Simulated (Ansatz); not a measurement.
**Stiffness of CaO from strained cells**

```
CELL_PARAMETERS angstrom
0.00000 2.44900 2.44900
2.44900 0.00000 2.44900
2.44900 2.44900 0.00000
ATOMIC_POSITIONS crystal
Ca 0.00000 0.00000 0.00000
O 0.50000 0.50000 0.50000
```

Atom numbers follow the list: Ca1, O2.

The geometry is COD entry 9006719, unchecked; take it as a test cell. It was measured hot, at 1427 K.

Theory: DFT, PBE, all-electron LAPW, scalar-relativistic in Ansatz 0.2.0.

Settings: a Γ-centred 11×11×11 k mesh, Fermi–Dirac smearing of 0.02 eV, basis error target 0.5 meV/atom, no spin polarisation.

The unstrained cell is at -3.99 GPa. Large strains and very small stresses are left out. Each strain is applied once, with fractional coordinates held (clamped ions), and σ below is the change of stress, positive in tension. One finite strain gives stress–strain coefficients at this pressure with an error of the order of the strain times third-order constants, a few per cent for each per cent of strain.

Question: With z strained by +2 % at fixed volume, the run gives σzz − σxx = 3.12 GPa and εzz − εxx = 0.0299. Which stiffness follows?

Answer: C11 − C12 = (σzz − σxx)/(εzz − εxx) = 104 GPa.

Question: Scaling the volume by 0.9700 and 1.0300 gives -1.13 GPa and -6.41 GPa. Combine this with the best C11 − C12 to estimate C11 and C12.

Answer: B = −ΔP/Δln V = 88.0 GPa = (C11 + 2 C12)/3; with C11 − C12 = 104.4 GPa, C11 = B + (2/3)(C11 − C12) = 158 GPa and C12 = B − (C11 − C12)/3 = 53 GPa.
